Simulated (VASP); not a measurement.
# Pt (Fm-3m) in VASP: notebook, part 2 of 2

VASP 6.6.1. The steps go on from the part before.

## 3. Single point, PBE

Contents of INCAR:

```
PREC     = Accurate       # precision mode
ENCUT    = 520            # plane-wave cutoff, eV
EDIFF    = 1E-6           # SCF threshold, eV
ISMEAR   = 0              # smearing method
SIGMA    = 0.016          # smearing width, eV
LREAL    = F              # projectors in reciprocal space
LASPH    = T              # aspherical terms in the spheres
NELM     = 60             # most SCF steps
ALGO     = Fast           # electronic algorithm
ISIF     = 2              # what is computed and relaxed
LWAVE    = F              # write WAVECAR
LCHARG   = F              # write CHGCAR
GGA      = PE             # functional
NBANDS   = 11             # bands
```

Contents of KPOINTS:

```
regular mesh
0
Gamma
  12 12 12
```

Contents of POSCAR:

```
Pt
1.0
    0.0000000000      1.9609000000      1.9609000000
    1.9609000000      0.0000000000      1.9609000000
    1.9609000000      1.9609000000      0.0000000000
Pt
1
Direct
    0.0000000000      0.0000000000      0.0000000000
```

Potentials or basis: VASP PAW PBE potentials, release 64 (Pt).

Command:

```console
cat potpaw_PBE.64/Pt/POTCAR > POTCAR
mpirun -np 1 vasp_std > vasp.out
```

OUTCAR:

```text
PREC = Accurate
   ENCUT = 520
   EDIFF = 1E-6
   ISMEAR = 0
   LREAL = F
   LASPH = T
   NELM = 60
   ISIF = 2
   GGA = PE

 ion  position               nearest neighbor table
   1  0.000  0.000  0.000-

  LATTYP: Found a face centered cubic cell.
 ALAT       =     3.9218000000

  Lattice vectors:

 A1 = (   0.0000000000,   1.9609000000,   1.9609000000)
 A2 = (   1.9609000000,   0.0000000000,   1.9609000000)
 A3 = (   1.9609000000,   1.9609000000,   0.0000000000)

Analysis of symmetry for initial positions (statically):
=====================================================================
 Subroutine PRICEL returns:
 Original cell was already a primitive cell.

 Routine SETGRP: Setting up the symmetry group for a
 face centered cubic supercell.

 Subroutine GETGRP returns: Found 48 space group operations
 (whereof 48 operations were pure point group operations)
 out of a pool of 48 trial point group operations.

The static configuration has the point symmetry O_h .

Analysis of symmetry for dynamics (positions and initial velocities):
=====================================================================
 Subroutine PRICEL returns:
 Original cell was already a primitive cell.

 Routine SETGRP: Setting up the symmetry group for a
 face centered cubic supercell.

 Subroutine GETGRP returns: Found 48 space group operations
 (whereof 48 operations were pure point group operations)
 out of a pool of 48 trial point group operations.

The dynamic configuration has the point symmetry O_h .

 Subroutine INISYM returns: Found 48 space group operations
 (whereof 48 operations are pure point group operations),
 and found     1 'primitive' translations

----------------------------------------------------------------------------------------

                                     Primitive cell

[... 113 lines left out ...]
   GGA     = PE    functional components
   LHFCALC =     F    Hartree Fock is set to
   AEXX    =    0.0000 exact exchange contribution
   IVDW    =     0    specifies the selected vdW correction
   LEPSILON=     F    determine dielectric tensor
   LRPA    =     F    only Hartree local field effects (RPA)
 non-spin polarized calculation
 RMM-DIIS sequential band-by-band and
 Gauss-broadening in eV      SIGMA  =   0.02
  energy-cutoff  :      520.00
  volume of cell :       15.08
 maximum number of plane-waves:       419
 NGX is ok and might be reduce to    24
   NGX = 11   NGY = 11   NGZ = 11

 number of electron      10.0000000 magnetization

 Free energy of the ion-electron system (eV)
  ---------------------------------------------------
  ext. energy  EPLUGINS =         0.00000000
  ---------------------------------------------------
  free energy    TOTEN  =        -6.08308392 eV

  energy without entropy =       -6.08224464  energy(sigma->0) =       -6.08266428

 E-fermi :  11.2960     XC(G=0): -13.4889

 val. band max:       11.2919700774   @ k =  -0.4167   0.4167   0.1667
 cond. band min:      11.2988390461   @ k =   0.5000   0.4167   0.0833
 fundamental gap:      0.0068689687
 Fermi energy:        11.2959559979

 k-point     1 :       0.0000    0.0000    0.0000
  band No.  band energies     occupation
      1       1.0490      2.00000
      2       7.4878      2.00000
      3       7.4878      2.00000
      4       7.4878      2.00000
      5       9.6442      2.00000
      6       9.6442      2.00000
      7      25.9056      0.00000
      8      30.8718      0.00000
      9      30.8718      0.00000
     10      30.8718      0.00000
     11      36.2127      0.00000
[... 309 lines left out ...]
 k-point    24 :      -0.4167    0.1667    0.0000
  band No.  band energies     occupation
      1       4.7630      2.00000
      2       6.8447      2.00000
      3       8.1057      2.00000
      4       8.3946      2.00000
      5      10.9820      2.00000
      6      14.3050      0.00000
      7      17.3056      0.00000
      8      26.0858      0.00000
      9      28.1859      0.00000
     10      29.8221      0.00000
     11      38.1477      0.00000

 [... further k-points ...]

------------------------ aborting loop because EDIFF is reached ----------------------------------------

  FORCE on cell =-STRESS in cart. coord.  units (eV):
  Direction    XX          YY          ZZ          XY          YZ          ZX
  --------------------------------------------------------------------------------------
  -------------------------------------------------------------------------------------
  Total        0.9103687      0.9103687      0.9103687     -0.0000000      0.0000000      0.0000000
  in kB       96.7233977     96.7233977     96.7233977     -0.0000000      0.0000000      0.0000000
  external PRESSURE =      96.7233977 kB  Pullay stress =       0.0000000 kB

 VOLUME and BASIS-vectors are now :
 -----------------------------------------------------------------------------
  energy-cutoff  :      520.00
  volume of cell :       15.08
      direct lattice vectors                 reciprocal lattice vectors
     0.000000000  1.960900000  1.960900000    -0.254984956  0.254984956  0.254984956
     1.960900000  0.000000000  1.960900000     0.254984956 -0.254984956  0.254984956
     1.960900000  1.960900000  0.000000000     0.254984956  0.254984956 -0.254984956

 POSITION                                       TOTAL-FORCE (eV/Angst)
 -----------------------------------------------------------------------------------
      0.00000      0.00000      0.00000        -0.000000      0.000000      0.000000
 -----------------------------------------------------------------------------------
    total drift:                               -0.000000      0.000000     -0.000000

  FREE ENERGIE OF THE ION-ELECTRON SYSTEM (eV)
  ---------------------------------------------------
  free  energy   TOTEN  =        -6.0830839209 eV

  energy  without entropy=       -6.0822446417  energy(sigma->0) =       -6.08266428
```

OSZICAR:

```text
N       E                     dE             d eps       ncg     rms          rms(c)
DAV:   1     0.408208464315E+02    0.40821E+02   -0.53367E+03  1616   0.847E+02
DAV:   2    -0.579035103375E+01   -0.46611E+02   -0.44496E+02  1823   0.175E+02
DAV:   3    -0.645309154488E+01   -0.66274E+00   -0.66107E+00  1806   0.201E+01
DAV:   4    -0.645574480665E+01   -0.26533E-02   -0.26529E-02  1827   0.150E+00
DAV:   5    -0.645576620698E+01   -0.21400E-04   -0.21400E-04  1845   0.125E-01    0.129E+01
RMM:   6    -0.612368962837E+01    0.33208E+00   -0.32697E-01  1596   0.490E+00    0.687E+00
RMM:   7    -0.608658941601E+01    0.37100E-01   -0.71349E-02  1680   0.246E+00    0.252E+00
RMM:   8    -0.608365817283E+01    0.29312E-02   -0.11008E-02  1662   0.896E-01    0.687E-01
RMM:   9    -0.608306483202E+01    0.59334E-03   -0.12870E-03  1789   0.308E-01    0.378E-02
RMM:  10    -0.608308259115E+01   -0.17759E-04   -0.15834E-04  1825   0.962E-02    0.326E-02
RMM:  11    -0.608308299303E+01   -0.40187E-06   -0.13289E-05  1814   0.263E-02    0.671E-03
RMM:  12    -0.608308399544E+01   -0.10024E-05   -0.35788E-06  1497   0.128E-02    0.510E-03
RMM:  13    -0.608308392086E+01    0.74577E-07   -0.72683E-07  1072   0.575E-03
   1 F= -.60830839E+01 E0= -.60826643E+01  d E =-.839279E-03
```

Wall time 8.9 s (1 thread of Intel Xeon Platinum 8488C (Sapphire Rapids), shared host); peak memory 0.14 GiB.

Results:

```
Free energy            : -6.0831 eV
Pressure               : 9.7 GPa
Band gap on the k mesh : none (metal or under the smearing width)
```

## 4. Relaxation of cell and atoms, B3LYP

POSCAR is that of step 3.

Contents of INCAR.step1:

```
SYSTEM = Pt
ALGO = Normal ; EDIFF = 1E-5
ENCUT = 600 ; GGA = PE
ISMEAR = -1 ; LASPH = .True.
LCHARG = .False. ; LREAL = .False.
LWAVE = .True. ; NELM = 100
PREC = Accurate ; SIGMA = 0.05
```

Contents of INCAR.step2:

```
SYSTEM = Pt
AEXX = 0.2 ; AGGAC = 0.81
AGGAX = 0.72 ; ALDAC = 0.19
ALGO = Normal ; EDIFF = 1E-6
EDIFFG = -0.01 ; ENCUT = 600
GGA = B3 ; IBRION = 2
ISIF = 3 ; ISMEAR = -1
ISTART = 1 ; LASPH = .True.
LCHARG = .False. ; LHFCALC = .True.
LREAL = .False. ; LWAVE = .False.
NELM = 100 ; NSW = 40
PREC = Accurate ; PRECFOCK = Normal
SIGMA = 0.05
```

Contents of KPOINTS:

```
k-points
0
Gamma
  6 6 6
  0 0 0
```

Command:

```console
cat potpaw_PBE.64/Pt/POTCAR > POTCAR
cp INCAR.step1 INCAR
mpirun -np 1 vasp_std > vasp.out
cp INCAR.step2 INCAR
mpirun -np 1 vasp_std > vasp.out
```

It took 55 min on 1 thread of Intel Xeon Platinum 8488C (Sapphire Rapids), shared host; peak memory 0.16 GiB.

Results (log left out):

```
Free energy                            : -6.3100 eV
Relaxed volume                         : 15.99 Å³/atom
Relaxed cell                           : a = 2.828 Å, b = 2.828 Å, c = 2.828 Å, α = 60.00°, β = 60.00°, γ = 60.00°
Space group after relaxing (to 0.05 Å) : Fm-3m (No. 225)
Energy gained by relaxing              : 45.0 meV/atom
Ionic steps                            : 4
Pressure after relaxing                : 0.1 GPa
Band gap on the k mesh                 : none (metal or under the smearing width)
```

Step by step:
| step | energy change (eV) | largest force (eV/Å) | pressure (GPa) | volume (Å³) |
| --- | --- | --- | --- | --- |
| 1 | 0.0000 | 0.0000 | 14.07 | 15.08 |
| 2 | 0.1159 | 0.0000 | -20.68 | 18.16 |
| 3 | -0.0448 | 0.0000 | -0.74 | 16.04 |
| 4 | -0.0450 | 0.0000 | 0.05 | 15.99 |

Final structure:
```
Pt
1.0
     0.00000    1.99966    1.99966
     1.99966    0.00000    1.99966
     1.99966    1.99966    0.00000
Pt
1
Direct
  0.00000 0.00000 0.00000
```

Levels at points of the mesh, in eV from the Fermi level:
| k point | band 3 | band 4 | band 5 | band 6 | band 7 | band 8 |
| --- | --- | --- | --- | --- | --- | --- |
| (0.00, 0.00, 0.00) | -4.31 | -4.31 | -2.37 | -2.37 | 16.43 | 21.10 |
| (0.50, 0.00, 0.00) | -4.43 | -0.36 | -0.36 | 0.45 | 6.62 | 15.97 |
| (0.50, 0.50, 0.00) | -0.65 | 0.76 | 0.76 | 2.72 | 9.66 | 12.62 |

Caveat: the k mesh is coarse (spacing up to 0.46 Å⁻¹), so the values aren't converged, least of all with exact exchange; the PAW data sets were made with another functional, which shifts forces and pressure a little. Zero-point motion and thermal expansion aren't in these numbers.

## 5. Summary

```tsv
task	level	cell	k mesh	cutoff (eV)	smearing	ladder	grid for exact exchange (PRECFOCK)	exchange at q = 0	mesh quality	gap on the mesh (eV)	pressure (GPa)	relaxed volume (Å³/atom)
relaxation of cell and atoms	PBE+D3(BJ)	relaxed	10 × 10 × 10	600	fermi-dirac 0.05 eV	gaps	-	-	not flagged	none	0.0	15.14
single point	PBE	as given	12 × 12 × 12	520	gaussian 0.016 eV	-	-	-	not flagged	none	9.7	-
relaxation of cell and atoms	B3LYP	relaxed	6 × 6 × 6	600	fermi-dirac 0.05 eV	-	Normal	default	coarse	none	0.1	15.99
```

Alike in all rows: potentials or basis VASP PAW PBE potentials, release 64 (Pt); no spin polarisation.

Caveats: some runs use coarse meshes; pairwise dispersion overbinds metals, which lowers pressure and volume (some runs); the PAW data sets were made with another functional, which shifts forces and pressure a little (some runs).

Total energies depend on the potentials used, so only differences within one code and one set of settings carry meaning.
